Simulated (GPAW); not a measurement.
# LiF (Griceite) (Fm-3m) in GPAW: convergence with basis set

Aim: find how far basis set must go before the results for LiF (Griceite) settle, at RPBE. This setting moves, with any that are tied to it; all else stays.

All numbers are computed with GPAW 26.7.0; they aren't measurements. Logs are shortened: lines on timing, memory, paths and dates and some standing lists are left out, and cuts for length are marked. The log counts tension as positive stress, the text compression.

## Step 1: The crystal as given

The structure is cubic, space group Fm-3m (No. 225). Conventional cell: a = 4.028 Å, b = 4.028 Å, c = 4.028 Å, α = 90.00°, β = 90.00°, γ = 90.00°. Around F (site symmetry m-3m) lie 6 Li at 2.01 Å. Li (site symmetry m-3m) has 6 F at 2.01 Å as nearest neighbours.

## Step 2: With basis set lcao:sz(dzp)

run.py reads:

```python
from ase import Atoms
from ase.dft.bandgap import bandgap
from ase.io import write
from gpaw import GPAW

atoms = Atoms(['F', 'Li'],
              cell=[[0.0, 2.014, 2.014],
                    [2.014, 0.0, 2.014],
                    [2.014, 2.014, 0.0]],
              scaled_positions=[[0.5, 0.5, 0.5],
                                [0.0, 0.0, 0.0]],
              pbc=True)

calc = GPAW(mode='lcao',
            h=0.16,
            basis='sz(dzp)',
            xc='RPBE',
            kpts={'size': (11, 11, 11), 'gamma': True},
            occupations={'name': 'fermi-dirac', 'width': 0.05},
            convergence={'density': 1e-05, 'energy': 1e-05},
            maxiter=100,
            txt='gpaw.txt')
atoms.calc = calc
energy = atoms.get_potential_energy()
forces = atoms.get_forces()
calc.write('gs.gpw')
write('result.traj', atoms)
print(f'Energy: {energy:.6f} eV')
print('Forces (eV/A):')
print(forces.round(4))
print('Fermi level:', round(calc.get_fermi_level(), 4), 'eV')
print(f'Gap: {bandgap(calc)[0]:.4f} eV, direct: {bandgap(calc, direct=True)[0]:.4f} eV')
```

Potentials or basis: the program's PAW data sets (release 1.2.1) made for this functional, lcao:sz(dzp).

Run with:

```sh
> OMP_NUM_THREADS=1 python run.py
```

gpaw.txt:

```text
__  _  _
 | _ |_)|_||  |
 |__||  | ||/\| - 26.7.0

Input parameters:
  mode=LCAO(),
  basis={'default': 'sz(dzp)'},
  convergence={'density': 1e-05, 'energy': 1e-05},
  h=0.16,
  kpts=MonkhorstPack(size=(11, 11, 11), gamma=True),
  maxiter=100,
  occupations=Occupations(name='fermi-dirac', width=0.05),
  xc=XC(name='RPBE')

              F

       Li

Atoms  # Å, Bohr magnetons
|   | symbol |        x |        y |        z |    initial magnetic moments |
|---|--------|----------|----------|----------|-----------------------------|
| 0 |      F | 2.014000 | 2.014000 | 2.014000 | ( 0.0000,  0.0000,  0.0000) |
| 1 |     Li | 0.000000 | 0.000000 | 0.000000 | ( 0.0000,  0.0000,  0.0000) |

Unit cell  # Å
| periodic |        x |        y |        z |  lengths |    angles |
|----------|----------|----------|----------|----------|-----------|
|      yes | 0.000000 | 2.014000 | 2.014000 | 2.848226 | 60.000000 |
|      yes | 2.014000 | 0.000000 | 2.014000 | 2.848226 | 60.000000 |
|      yes | 2.014000 | 2.014000 | 0.000000 | 2.848226 | 60.000000 |

Number of symmetries: 48
Symmetry operations  # r_c * U_cc + t_c -> r_c
|    | kind |            matrix            |
|----|------|------------------------------|
|  0 |  σ   |  1, 0, 0,  1, 0,-1,  1,-1, 0 |
|  1 |  C2  |  1, 0, 0,  1,-1, 0,  1, 0,-1 |
|  2 |  E   |  1, 0, 0,  0, 1, 0,  0, 0, 1 |
|  3 |  σ   |  1, 0, 0,  0, 0, 1,  0, 1, 0 |
|  4 |  C4  |  1, 0,-1,  1, 0, 0,  1,-1, 0 |
|  5 |  S6  |  1, 0,-1,  1,-1, 0,  1, 0, 0 |
|  6 |  σ   |  1, 0,-1,  0, 1,-1,  0, 0,-1 |
|  7 |  C3  |  1, 0,-1,  0, 0,-1,  0, 1,-1 |
|  8 |  S6  |  1,-1, 0,  1, 0, 0,  1, 0,-1 |
|  9 |  C4  |  1,-1, 0,  1, 0,-1,  1, 0, 0 |
| 10 |  C3  |  1,-1, 0,  0,-1, 1,  0,-1, 0 |
| 11 |  σ   |  1,-1, 0,  0,-1, 0,  0,-1, 1 |
| 12 |  σ   |  0, 1, 0,  1, 0, 0,  0, 0, 1 |
| 13 |  C4  |  0, 1, 0,  0, 1,-1, -1, 1, 0 |
| 14 |  C3  |  0, 1, 0,  0, 0, 1,  1, 0, 0 |
| 15 |  S6  |  0, 1, 0, -1, 1, 0,  0, 1,-1 |
| 16 |  C2  |  0, 1,-1,  1, 0,-1,  0, 0,-1 |
[... 17 lines left out ...]
| 34 |  S4  |  0,-1, 0,  0,-1, 1,  1,-1, 0 |
| 35 |  C2  |  0,-1, 0, -1, 0, 0,  0, 0,-1 |
| 36 |  C2  | -1, 1, 0,  0, 1, 0,  0, 1,-1 |
| 37 |  S6  | -1, 1, 0,  0, 1,-1,  0, 1, 0 |
[... 306 lines left out ...]
    |   2s |  1.000 |      -2.901 |    1.058 |
    |   2p |  0.000 |      -1.114 |    1.058 |
    |    s |        |      24.311 |    1.058 |

    LCAO basis set for Li:
      Name: sz(dzp)
      File: <dir>
      Number of radial functions: 1
      Number of spherical harmonics: 1
        l=0, rc=10.8906 Bohr: 2s-sz confined orbital
      Number of RI-basis functions 0

Reference energy: -2920.046079  # eV

eigensolver:
  <gpaw.new.lcao.eigensolver.LCAOEigensolver object>
density mixing:
  MSR1-Mixer
  Pratt-step length: 0.05
  Maximum mixing coefficient: 0.75
  Old densities: 10
  SVD Regularization: 0.005
  Good broyden scale: 1.0
  Trust region scale: 1.0
  Backstep threshold: 4.0
  History deletion threshold: 6.0
  Fourier metric: weight=20.0, sigma=0.015

occupation numbers:
  Fermi-Dirac:
    width: 0.0500  # eV

FastPoissonSolver using
    Stencil: 12*3+1=37 point O(h^6) finite-difference Laplacian
    FFT axes: [np.int64(0), np.int64(1), np.int64(2)]
    FST axes: []

xc functional:
  name: RPBE with 2 nearest neighbor stencil
interpolation: tri-quintic # 5. degree polynomial

convergence criteria:
[... 6 lines left out ...]
|iter     | |      energy | eigst |  dens |
|---------|-|-------------|-------|-------|
|iter:   1| |   -8.230133 |      c|       |
|iter:   2| |   -8.044258 |      c| -0.89 |
|iter:   3| |   -6.958693 |      c| -0.92 |
|iter:   4| |   -6.942810 |      c| -1.74 |
|iter:   5| |   -6.942829 |      c| -2.50 |
|iter:   6| |   -6.942866c|      c| -2.99 |
|iter:   7| |   -6.942866c|      c| -4.80 |
|iter:   8| |   -6.942866c|      c| -5.61c|

Converged in 8 steps
Energy contributions relative to reference atoms: (reference = -2920.046079)

Energy contributions:
  Kinetic:          54.568271
  Coulomb:         -46.573537
  Zero:              0.295566
  External:          0.000000
  Xc:              -15.233167
  Entropy:          -0.000000
  Spinorbit:         0.000000
  ----------------------------
  Free energy:      -6.942866
  Extrapolated:     -6.942866

dipole moment: (-2.313671, -2.313671, -2.313671)  # |e|*Ang

Fermi level: 3.635
Eigenvalues  # (at kpt = [0.000, 0.000, 0.000])
| band index |      eig [eV] | occ [0-2] |
|------------|---------------|-----------|
|          0 |       -17.930 |     2.000 |
|          1 |         2.627 |     2.000 |
|          2 |         2.627 |     2.000 |
|          3 |         2.633 |     2.000 |
|          4 |         9.820 |     0.000 |

Gap: 7.186 eV
Transition (v -> c):
  (s=0, k=0, n=3, [0.00, 0.00, 0.00]) -> (s=0, k=0, n=4, [0.00, 0.00, 0.00])
No difference between direct/indirect transitions

Forces  # eV/Ang
|        x |        y |        z |
|----------|----------|----------|
| -0.00000 | -0.00000 | -0.00000 |  # F    0
|  0.00000 |  0.00000 | -0.00000 |  # Li   1

# Writing to gs.gpw (mode='')
```

stdout:

```text
Energy: -6.942866 eV
Forces (eV/A):
[[-0. -0. -0.]
 [ 0.  0. -0.]]
Fermi level: 3.6346 eV
Gap: 7.1861 eV, direct: 7.1861 eV
```

It took 33 s on 1 thread of Arm Neoverse V1, shared host; peak memory 0.14 GiB.

Results:

```
Free energy            : -6.9429 eV
Band gap on the k mesh : 7.19 eV, direct
```

## Step 3: With basis set lcao:szp(dzp)

run.py, as its differences from that of step 2:

```diff
@@ -15,3 +15,3 @@
             h=0.16,
-            basis='sz(dzp)',
+            basis='szp(dzp)',
             xc='RPBE',
```

Potentials or basis: the program's PAW data sets (release 1.2.1) made for this functional, lcao:szp(dzp).

Run with:

```sh
> OMP_NUM_THREADS=1 python run.py
```

Wall time 2.7 min (1 thread of Arm Neoverse V1, shared host); peak memory 0.15 GiB.

What came out:

- Free energy: -8.7195 eV
- Band gap on the k mesh: 9.18 eV, indirect (least direct gap 9.18 eV)

## Step 4: With basis set lcao:dz(dzp)

run.py, as its differences from that of step 3:

```diff
@@ -15,3 +15,3 @@
             h=0.16,
-            basis='szp(dzp)',
+            basis='dz(dzp)',
             xc='RPBE',
```

Potentials or basis: the program's PAW data sets (release 1.2.1) made for this functional, lcao:dz(dzp).

Run with:

```sh
> OMP_NUM_THREADS=1 python run.py
```

Wall time 48 s (1 thread of Arm Neoverse V1, shared host); peak memory 0.14 GiB.

Results:

| Item | Value |
| --- | --- |
| Free energy | -8.5575 eV |
| Band gap on the k mesh | 9.08 eV, direct |

## Step 5: With basis set lcao:dzp

run.py, as its differences from that of step 4:

```diff
@@ -15,3 +15,3 @@
             h=0.16,
-            basis='dz(dzp)',
+            basis='dzp',
             xc='RPBE',
```

Potentials or basis: the program's PAW data sets (release 1.2.1) made for this functional, lcao:dzp.

Run with:

```sh
> OMP_NUM_THREADS=1 python run.py
```

It took 3.4 min on 1 thread of Arm Neoverse V1, shared host; peak memory 0.16 GiB.

The run converged. Its results:

```
Free energy            : -8.8822 eV
Band gap on the k mesh : 9.19 eV, direct
```

## Step 6: With basis set fd

run.py, as its differences from that of step 5:

```diff
@@ -13,5 +13,4 @@
 
-calc = GPAW(mode='lcao',
+calc = GPAW(mode='fd',
             h=0.16,
-            basis='dzp',
             xc='RPBE',
@@ -19,2 +18,3 @@
             occupations={'name': 'fermi-dirac', 'width': 0.05},
+            nbands=11,
             convergence={'density': 1e-05, 'energy': 1e-05},
```

Potentials or basis: the program's PAW data sets (release 1.2.1) made for this functional, fd.

Run with:

```sh
> OMP_NUM_THREADS=1 python run.py
```

Run time: 21 s. Hardware: 1 thread of Arm Neoverse V1, shared host; peak memory 0.19 GiB.

Results (log left out):

- Free energy: -9.3042 eV
- Band gap on the k mesh: 9.34 eV, direct

## Step 7: With basis set pw

run.py, as its differences from that of step 6:

```diff
@@ -3,3 +3,4 @@
 from ase.io import write
-from gpaw import GPAW
+from ase.units import GPa
+from gpaw import GPAW, PW
 
@@ -13,4 +14,3 @@
 
-calc = GPAW(mode='fd',
-            h=0.16,
+calc = GPAW(mode=PW(800),
             xc='RPBE',
@@ -25,2 +25,3 @@
 forces = atoms.get_forces()
+stress = atoms.get_stress()
 calc.write('gs.gpw')
@@ -30,2 +31,3 @@
 print(forces.round(4))
+print('Stress (GPa):', (stress / GPa).round(3))
 print('Fermi level:', round(calc.get_fermi_level(), 4), 'eV')
```

Potentials or basis: the program's PAW data sets (release 1.2.1) made for this functional, pw.

Run with:

```sh
> OMP_NUM_THREADS=1 python run.py
```

Run time: 11 s. Hardware: 1 thread of Arm Neoverse V1, shared host; peak memory 0.14 GiB.

It converged, with:

```
Free energy            : -9.1082 eV
Pressure               : 6.2 GPa
Band gap on the k mesh : 9.33 eV, direct
```

## Step 8: The series at a glance

| basis set | energy less the tightest run, at zero smearing (meV/atom) | gap on the mesh (eV) | SCF cycles | CPU time (s) | peak memory (GiB) |
| --- | --- | --- | --- | --- | --- |
| lcao:sz(dzp) | 1082.68 | 7.186 | 8 | 33 | 0.14 |
| lcao:szp(dzp) | 194.37 | 9.176 | 7 | 160 | 0.15 |
| lcao:dz(dzp) | 275.34 | 9.083 | 8 | 48 | 0.14 |
| lcao:dzp | 112.99 | 9.191 | 8 | 210 | 0.16 |
| fd | -97.98 | 9.338 | 10 | 21 | 0.19 |
| pw | 0.00 | 9.329 | 10 | 11 | 0.14 |

Against the tightest run, the gap on the mesh stays within 0.01 eV from fd on. Not settled before the last step: the energy (to 1 meV/atom). The tightest run that finished is the yardstick and may itself not be fully converged.

Caveats: an odd mesh through Γ misses points on the zone boundary, where band edges often lie.
